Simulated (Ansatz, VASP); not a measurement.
One calculation of Y, two programs

```
Y
1.0
     0.00000    2.55045    2.55045
     2.55045    0.00000    2.55045
     2.55045    2.55045    0.00000
Y
1
Direct
  0.00000 0.00000 0.00000
```

Alike in both runs: functional r2SCAN; k mesh 14 × 14 × 14; occupations gaussian, width 0.1 eV; no spin polarisation.

Ansatz relaxed the structure, and its values are those at the end. VASP's run is a single point on that final structure, the one shown.

|  | VASP | Ansatz |
| --- | --- | --- |
| version | VASP 6.6.1 | Ansatz 0.2.0 |
| potentials or method | VASP PAW PBE potentials, release 64 (Y_sv) | scalar-relativistic, plane waves, PAW |
| plane-wave cutoff (eV) | 520 | 500 |
| valence electrons in the cell | 11 | 11 |

VASP gave:

```
gap on the k mesh at the Fermi level (eV) : none
pressure (GPa)                            : 0.1
```

Problem. Which values does Ansatz return?

Solution. gap on the k mesh at the Fermi level (eV): none; pressure (GPa): 0.0.

A gap of «none» marks a metal or a gap that the smearing closes. With one functional, cell and mesh, what is left measures potentials, basis and numerics.

Caveats: the PAW data sets were made with another functional, which shifts forces and pressure a little (VASP).
